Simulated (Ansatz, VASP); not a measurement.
# Two plane-wave programs on AlN

```xyz
4
Lattice="3.0177 0.0000 0.0000 -1.5088 2.6134 0.0000 0.0000 0.0000 5.0527" Properties=species:S:1:pos:R:3 pbc="T T T"
Al    0.0000    1.7423    0.0000
Al    1.5088    0.8711    2.5263
N     0.0000    1.7423    1.9453
N     1.5088    0.8711    4.4716
```

Change from the starting cell: strain -0.030 along x and y, +0.015 along z, atoms carried along.

Alike in both runs: task single point; functional PBE; k mesh 12 × 12 × 6; occupations gaussian, width 0.05 eV; no spin polarisation.

|  | VASP | Ansatz |
| --- | --- | --- |
| version | VASP 6.6.1 | Ansatz 0.2.0 |
| potentials or method | VASP PAW PBE potentials, release 64 (Al, N) | scalar-relativistic, plane waves, PAW |
| plane-wave cutoff (eV) | 520 | 420 |
| valence electrons in the cell | 16 | 16 |

|  | VASP | Ansatz | Ansatz less VASP |
| --- | --- | --- | --- |
| gap on the k mesh at the Fermi level (eV) | 4.66 | 4.65 | -0.014 |
| least direct gap on the mesh (eV) | 4.66 | 4.65 | -0.014 |
| pressure (GPa) | 15.7 | 15.9 | +0.22 |
| largest component of the traceless stress (GPa) | 15.34 | 15.25 | -0.087 |
| rms of the force components (eV/Å) | 0.423 | 0.421 | -0.0020 |

Atom by atom the forces differ by 0.002 eV/Å (rms over components).

Caveats: so large a pressure means that the cell lies far from this level's equilibrium, or that cutoff or potentials fall short (VASP). A k mesh can miss the band edges.
